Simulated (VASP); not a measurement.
Si, 2 atoms in the cell. It takes space group Fd-3m (No. 227, cubic). The conventional cell has a = 5.444 Å, b = 5.444 Å, c = 5.444 Å, α = 90.00°, β = 90.00°, γ = 90.00°. Si (site symmetry -43m) is surrounded by 4 Si at 2.36 Å. 

| Item | Value |
| --- | --- |
| Program | VASP 6.6.1 |
| Task | single point |
| Functional | PBE |
| Potentials or basis | VASP PAW PBE potentials, release 64 (Si) |
| Cutoff | 520 eV |
| k mesh | 8 × 8 × 8 |
| Occupations | gaussian, width 0.024 eV |
| Spin | no spin polarisation |
| Further INCAR settings | ALGO = Normal; EDIFF = 1e-07; NBANDS = 11 |

Potentials or basis: VASP PAW PBE potentials, release 64 (Si).

Run with:

```console
$ cat potpaw_PBE.64/Si/POTCAR > POTCAR
$ mpirun -np 1 vasp_std > vasp.out
```

Hardware: 1 thread of AMD EPYC 9R45 96-Core Processor (Zen 5), with other jobs on the host.

How long does it take, and how much memory?

Run time: 7.1 s on 1 thread of AMD EPYC 9R45 96-Core Processor (Zen 5), on a shared host, peak memory 0.13 GiB. Counts: scf iterations 13, k points 29.
